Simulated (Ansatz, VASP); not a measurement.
# One calculation of Ir, two programs

The input INCAR:

```
ALGO     = Normal         # electronic algorithm
EDIFF    = 1E-6           # SCF threshold, eV
ENCUT    = 520            # plane-wave cutoff, eV
GGA      = PE             # functional
ISIF     = 2              # what is computed and relaxed
ISMEAR   = -1             # smearing method
LASPH    = T              # aspherical terms in the spheres
LCHARG   = F              # write CHGCAR
LREAL    = F              # projectors in reciprocal space
LWAVE    = F              # write WAVECAR
NBANDS   = 10             # bands
NELM     = 80             # most SCF steps
PREC     = Accurate       # precision mode
SIGMA    = 0.05           # smearing width, eV
```

File KPOINTS:

```
k-points
0
Gamma
  16 16 15
```

POSCAR

```
Ir
1.0
    2.3543490814      0.0000000000      0.0000000000
   -1.1771745407      2.0389261138      0.0000000000
    0.0000000000      0.0000000000      2.2499962457
Ir
1
Direct
    0.0000000000      0.0000000000      0.0000000000
```

Input for Ansatz:

```yaml
crystal:
  lattice:
    - [2.3543490814, 0.0, 0.0]
    - [-1.1771745407, 2.0389261138, 0.0]
    - [0.0, 0.0, 2.2499962457]
  atoms:
    - { symbol: Ir, position: [0.0, 0.0, 0.0] }
kpoints:
  mp_grid: { grid: [16, 16, 15] }
scf:
  occupations: { method: fermi_dirac, width: 0.05 }
hamiltonian:
  xc: pbe
  pseudopotentials: { kind: all_electron, lapw: { basis_error: 0.001 } }
output:
  forces: true
  stress: true
  eigenvalues: true
  populations: true
```

Change from the starting cell: volume scaled by 0.68, LAPW.

Alike in both runs: task single point; functional PBE; k mesh 16 × 16 × 15; occupations fermi-dirac, width 0.05 eV; no spin polarisation.

|  | VASP | Ansatz |
| --- | --- | --- |
| version | VASP 6.6.1 | Ansatz 0.2.0 |
| potentials or method | VASP PAW PBE potentials, release 64 (Ir) | all-electron LAPW, scalar-relativistic |
| plane-wave cutoff (eV) | 520 | see its input |

VASP gave:

| Quantity | Value |
| --- | --- |
| pressure (GPa) | 280.9 |
| largest component of the traceless stress (GPa) | 3.10 |

Which values does Ansatz return?

Pressure (GPa): 278.5; largest component of the traceless stress (GPa): 0.10.

Ansatz ran all-electron here, so the differences hold the error of VASP's frozen core and of both bases.

Caveats: the cell as given lies far from equilibrium; so large a pressure means that the cell lies far from this level's equilibrium, or that cutoff or potentials fall short (VASP). The runs have no spin-orbit coupling, so splittings on Ir are missing.
